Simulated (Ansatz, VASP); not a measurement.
**Two plane-wave programs on Cu**

INCAR

```
ALGO     = Normal         # electronic algorithm
EDIFF    = 1E-6           # SCF threshold, eV
ENCUT    = 520            # plane-wave cutoff, eV
ISIF     = 2              # what is computed and relaxed
ISMEAR   = -1             # smearing method
LASPH    = True           # aspherical terms in the spheres
LCHARG   = False          # write CHGCAR
LMIXTAU  = True         
LREAL    = False          # projectors in reciprocal space
LWAVE    = False          # write WAVECAR
METAGGA  = R2SCAN         # meta-GGA
NELM     = 60             # most SCF steps
PREC     = Accurate       # precision mode
SIGMA    = 0.05           # smearing width, eV
```

Contents of KPOINTS:

```
k-points
0
Gamma
  13 13 13
```

POSCAR

```
Cu
1.0
    0.0000000000      1.8312856224      1.8312856224
    1.8312856224      0.0000000000      1.8312856224
    1.8312856224      1.8312856224      0.0000000000
Cu
1
Direct
    0.0000000000      0.0000000000      0.0000000000
```

The input input.yaml:

```yaml
crystal:
  lattice:
    - [0.0, 1.8312856224, 1.8312856224]
    - [1.8312856224, 0.0, 1.8312856224]
    - [1.8312856224, 1.8312856224, 0.0]
  atoms:
    - { symbol: Cu, position: [0.0, 0.0, 0.0] }
hamiltonian:
  xc: r2scan
  pseudopotentials: { kind: paw }
kpoints:
  mp_grid: { grid: [13, 13, 13] }
scf:
  occupations: { method: fermi_dirac, width: 0.05 }
output:
  forces: true
  stress: true
  eigenvalues: true
```

Change from the starting cell: volume scaled by 1.04.

Alike in both runs: task single point; functional r2SCAN; k mesh 13 × 13 × 13; occupations fermi-dirac, width 0.05 eV; no spin polarisation.

```csv
,VASP,Ansatz
version,VASP 6.6.1,Ansatz 0.2.0
potentials or method,"VASP PAW PBE potentials, release 64 (Cu)",Ansatz PAW
plane-wave cutoff (eV),520,500
valence electrons in the cell,11,19
```

VASP gave:

```
gap on the k mesh at the Fermi level (eV) : none
pressure (GPa)                            : -9.3
```

Q: Estimate Ansatz's values.

A: gap on the k mesh at the Fermi level (eV): none; pressure (GPa): -9.8.

A gap of «none» marks a metal or a gap that the smearing closes. The two sets of potentials don't hold the same shells in valence.

Caveats: the PAW data sets were made with another functional, which shifts forces and pressure a little (VASP); the PAW data sets come from PBE, with cores solved anew for the run's functional, which leaves a small shift of forces and pressure (Ansatz).
